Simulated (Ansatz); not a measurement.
AgCl under changes of volume

One of the cells (20.247 Å³/atom); the others are scaled copies at fixed shape and fractional positions:

```xyz
2
Lattice="3.4340 0.0000 0.0000 0.0000 3.4340 0.0000 0.0000 0.0000 3.4340" Properties=species:S:1:pos:R:3 pbc="T T T"
Ag    0.0000    0.0000    0.0000
Cl    1.7170    1.7170    1.7170
```

Measurements of this composition are mostly on another form, of space group No. 225.

```yaml
Program: Ansatz 0.2.0
Functional: PBE
Potentials_or_basis: Ansatz PAW
Cutoff: "420 eV (not typed: the program's choice for these potentials)"
k_mesh: 8 × 8 × 8
Occupations: fermi-dirac, width 0.05 eV
Spin: no spin polarisation
```

| volume (Å³/atom) | energy over the lowest point (meV/atom) | pressure (GPa) | gap on the mesh (eV) |
| --- | --- | --- | --- |
| 19.032 | ? | ? | ? |
| 19.437 | 4.53 | 2.0 | 0.59 |
| 19.842 | 0.92 | 0.9 | 0.58 |
| 20.247 | 0.00 | -0.1 | 0.57 |
| 20.652 | 1.44 | -1.0 | 0.57 |
| 21.057 | 4.96 | -1.8 | 0.57 |
| 21.462 | 10.30 | -2.4 | 0.57 |

Q: What does the run at 19.032 Å³/atom give?

A: Energy over the lowest point 11.17 meV/atom; pressure 3.3 GPa; gap on the mesh 0.60 eV.

Worked out: A Birch-Murnaghan fit of order 3 (a polynomial in V^(-2/3)) to the other rows has its minimum at 20.19 Å³/atom with B0 = V·E''(V) = 47 GPa and B' = 5.4. It gives 11.20 meV/atom at 19.032 Å³/atom, against the run's 11.17, and -dE/dV = 3.3 GPa, against 3.3. A straight line through the other rows of the gap, of slope -0.189 eV per unit of ln V, extrapolates to 0.59 eV, against the run's 0.60.

Energies are extrapolated to zero smearing.

A mesh can miss the band edges. Spin-orbit coupling on Ag is left out.
